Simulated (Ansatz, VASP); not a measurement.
**Ag in VASP and in Ansatz**

The input INCAR:

```
SYSTEM = Ag
  PREC = Accurate
  ENCUT = 520
  EDIFF = 1E-6
  ISMEAR = 0
  SIGMA = 0.15
  LREAL = .FALSE.
  LASPH = .TRUE.
  NELM = 60
  ALGO = Fast
  ISIF = 2
  LWAVE = .FALSE.
  LCHARG = .FALSE.
  GGA = PS
  NBANDS = 12
```

KPOINTS

```
Automatic mesh
0
G
  20 20 20
  0 0 0
```

Contents of POSCAR:

```
Ag
1.0
   -1.7384367000      1.7384367000      1.5728713000
    1.7384367000     -1.7384367000      1.5728713000
    1.7384367000      1.7384367000     -1.5728713000
Ag
1
Direct
    0.0000000000      0.0000000000      0.0000000000
```

Input for Ansatz:

```yaml
crystal:
  lattice:
    - [-1.7384367, 1.7384367, 1.5728713]
    - [1.7384367, -1.7384367, 1.5728713]
    - [1.7384367, 1.7384367, -1.5728713]
  atoms:
    - { symbol: Ag, position: [0.0, 0.0, 0.0] }
basis:
  ecutwfc: 420
kpoints:
  mp_grid: { grid: [20, 20, 20] }
hamiltonian:
  xc: pbesol
scf:
  occupations: { method: gaussian, width: 0.15 }
output:
  forces: true
  stress: true
  eigenvalues: true
```

Change from the starting cell: strain +0.050 along x and y, -0.050 along z, atoms carried along.

Alike in both runs: task single point; functional PBEsol; k mesh 20 × 20 × 20; occupations gaussian, width 0.15 eV; no spin polarisation.

|  | VASP | Ansatz |
| --- | --- | --- |
| version | VASP 6.6.1 | Ansatz 0.2.0 |
| potentials or method | VASP PAW PBE potentials, release 64 (Ag) | scalar-relativistic, plane waves, PAW |
| plane-wave cutoff (eV) | 520 | 420 |
| valence electrons in the cell | 11 | 19 |

```tsv
	VASP	Ansatz	Ansatz less VASP
gap on the k mesh at the Fermi level (eV)	none	none	-
pressure (GPa)	-10.1	-10.1	+0.03
largest component of the traceless stress (GPa)	0.19	0.19	+0.006
```

A gap of «none» marks a metal or a gap that the smearing closes. The two sets of potentials don't hold the same shells in valence.

Caveats: the PAW data sets were made with another functional, which shifts forces and pressure a little (VASP).
